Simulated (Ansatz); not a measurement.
The system is Os.

```
CELL_PARAMETERS angstrom
2.73410 0.00000 0.00000
-1.36705 2.36780 0.00000
0.00000 0.00000 4.31970
ATOMIC_POSITIONS crystal
Os 0.66667 0.33333 0.75000
Os 0.33333 0.66667 0.25000
```

- Program: Ansatz 0.2.0
- Task: relaxation of cell and atoms
- Functional: PBEsol
- Dispersion: D3(BJ)
- Potentials or basis: Ansatz PAW
- Cutoff: 420 eV (not typed: the program's choice for these potentials)
- k mesh: 11 × 11 × 6
- Occupations: fermi-dirac, width 0.05 eV
- Spin: no spin polarisation

At the start: volume 13.98 Å³/atom.

Question: How do energy, volume and symmetry change on relaxing?

Answer: It ends after 5 steps and the volume is 13.65 Å³/atom (-2.4 %); space group P6_3/mmc (No. 194, to 0.05 Å).

Step by step:
| step | energy change (eV) | largest force (eV/Å) | volume (Å³) |
| --- | --- | --- | --- |
| 1 | 0.0000 | 0.0000 | 27.96 |
| 2 | -0.0223 | 0.0000 | 27.36 |
| 3 | -0.0226 | 0.0000 | 27.29 |
| 4 | -0.0225 | 0.0000 | 27.29 |
| 5 | -0.0222 | 0.0000 | 27.29 |

Final structure:
```cif
data_structure
_symmetry_space_group_name_H-M 'P 1'
_symmetry_Int_Tables_number 1
_cell_length_a 2.7110
_cell_length_b 2.7110
_cell_length_c 4.2883
_cell_angle_alpha 90.000
_cell_angle_beta 90.000
_cell_angle_gamma 120.000
_cell_volume 27.29
loop_
_atom_site_label
_atom_site_type_symbol
_atom_site_fract_x
_atom_site_fract_y
_atom_site_fract_z
_atom_site_occupancy
Os1 Os 0.66667 0.33333 0.75000 1
Os2 Os 0.33333 0.66667 0.25000 1
```

Caveat: the plane-wave basis is chosen anew once the cell has moved, so the energies of steps on either side of that aren't comparable; pairwise dispersion overbinds metals, which lowers pressure and volume; the PAW data sets come from PBE, with cores solved anew for the run's functional, which leaves a small shift of forces and pressure.
